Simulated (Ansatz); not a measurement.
# BaF2: the cost of one run

Program: Ansatz 0.2.0. Level of theory: reference: DFT, HSE06, plane waves, PAW. These are calculated values, not measurements.

4 further runs of the same task are left out: 4 that didn't finish.

## 1. The system as given

It takes space group Fm-3m (No. 225, cubic). The conventional cell has a = 6.194 Å, b = 6.194 Å, c = 6.194 Å, α = 90.00°, β = 90.00°, γ = 90.00°. Around Ba (site symmetry m-3m) lie 8 F at 2.68 Å. Around F (site symmetry -43m) lie 4 Ba at 2.68 Å.

Structure file:

```cif
data_structure
_symmetry_space_group_name_H-M 'Fm-3m'
_symmetry_Int_Tables_number 225
_cell_length_a 6.1943
_cell_length_b 6.1943
_cell_length_c 6.1943
_cell_angle_alpha 90.000
_cell_angle_beta 90.000
_cell_angle_gamma 90.000
_cell_volume 237.67
loop_
_atom_site_label
_atom_site_type_symbol
_atom_site_symmetry_multiplicity
_atom_site_Wyckoff_symbol
_atom_site_fract_x
_atom_site_fract_y
_atom_site_fract_z
_atom_site_occupancy
Ba1 Ba 4 a 0.00000 0.00000 0.00000 1
F1 F 8 c 0.25000 0.75000 0.75000 1
```

## 2. The reference run

The input, input.yaml:

```yaml
crystal:
  lattice:
    - [0.0, 3.0971637718, 3.0971637718]
    - [3.0971637718, 0.0, 3.0971637718]
    - [3.0971637718, 3.0971637718, 0.0]
  atoms:
    - { symbol: Ba, position: [0.0, 0.0, 0.0] }
    - { symbol: F, position: [0.25, 0.25, 0.25] }
    - { symbol: F, position: [0.75, 0.75, 0.75] }
kpoints:
  mp_grid: { grid: [4, 4, 4] }
hamiltonian:
  xc: hse06
scf:
  occupations: { method: fixed }
  n_extra_bands: 4
output:
  forces: true
  stress: true
  eigenvalues: true
  write_density: true
  write_potential: true
  elf: true
  volumetric_format: npy
```

Launch:

```console
ansatz run input.yaml --threads 4 --pin off --max-ram 3686MiB --backend cpu --events-out ev --progress --plain --runs-dir out
```

What time and memory should one allow on 4 threads of Arm Neoverse V2, shared host?

About 5.6 s, with a peak of 0.76 GiB.
